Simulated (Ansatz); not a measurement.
This guess for SiC₅ is about to be relaxed.

```cif
data_structure
_symmetry_space_group_name_H-M 'P-3m1'
_symmetry_Int_Tables_number 164
_cell_length_a 2.6535
_cell_length_b 2.6535
_cell_length_c 12.9994
_cell_angle_alpha 90.000
_cell_angle_beta 90.000
_cell_angle_gamma 120.000
_cell_volume 79.27
loop_
_atom_site_label
_atom_site_type_symbol
_atom_site_symmetry_multiplicity
_atom_site_Wyckoff_symbol
_atom_site_fract_x
_atom_site_fract_y
_atom_site_fract_z
_atom_site_occupancy
Si1 Si 1 b 0.00000 0.00000 0.50000 1
C1 C 1 a 0.00000 0.00000 0.00000 1
C2 C 2 d 0.33333 0.66667 0.83333 1
C3 C 2 d 0.66667 0.33333 0.66667 1
```

Theory: DFT PBE, scalar-relativistic, plane waves, PAW in Ansatz. Cutoff 420 eV, Gaussian smearing, Γ-centred meshes. Cell and atoms relax first on a coarse mesh and then on a finer one. In between, the cell is made exact in the group found at 0.06 Å. In metals the finer mesh still leaves noise of several meV/atom or more. The steps can't lower the symmetry of their start. No spin polarisation in the relaxation; trial moments died out in a coarse test.

A guess keeps its type if space group and coordination stay and the shape of the cell changes little (axis ratios within about 15 %, angles within 6°); the volume may change.

Question: Does this structure survive the relaxation?

Answer: It doesn't keep its type. The symmetry goes from P-3m1 (No. 164) to P6/mmm (No. 191). The volume per atom grows by 9.5 %, from 13.2 to 14.5 Å³. The shortest distance goes from 2.65 Å (Si–C, C–C and Si–Si) to 1.41 Å (C–C). Counting neighbours within 15 % of an atom's shortest distance, the start has C 12, Si 12 and the end C 3/6, Si 6. In detail, at the end Si has 6 Si at 2.44 Å; around C on a site of symmetry 6/mmm lie 6 C at 2.44 Å (long contacts); around C on a site of symmetry 3m lie 3 C at 1.41 Å.

```yaml
crystal:
  lattice:
    - [2.43950, 0.00000, 0.00000]
    - [-1.21975, 2.11267, 0.00000]
    - [0.00000, 0.00000, 16.83855]
  atoms:
    - { symbol: Si, position: [0.00000, 0.00000, 0.50000] }
    - { symbol: C, position: [0.00000, 0.00000, 0.00000] }
    - { symbol: C, position: [0.33333, 0.66667, 0.75816] }
    - { symbol: C, position: [0.66667, 0.33333, 0.75816] }
    - { symbol: C, position: [0.33333, 0.66667, 0.24184] }
    - { symbol: C, position: [0.66667, 0.33333, 0.24184] }
```

Formation energies are uncorrected and refer to the elements' standard structures at the same level.

Question: At what energy does it end?

Answer: +1.10 eV/atom. A positive value: parting into the elements would lower its energy.

The last run used an 18×18×4 mesh (in the run's order of axes) for its 6-atom cell and Gaussian smearing of 0.10 eV. No dispersion correction is applied, so the spacing and binding between layers, chains or molecules are poorly described. The reference form of C is held partly by dispersion forces, which this level lacks. Symmetry constrained the relaxation, so the result can be a saddle point. Another cell of SiC5 relaxed alike, in P-62m, lies 0.70 eV/atom lower, so this cell isn't the stable form at this level.

In counts of neighbours, a slash parts the counts of unlike sites.
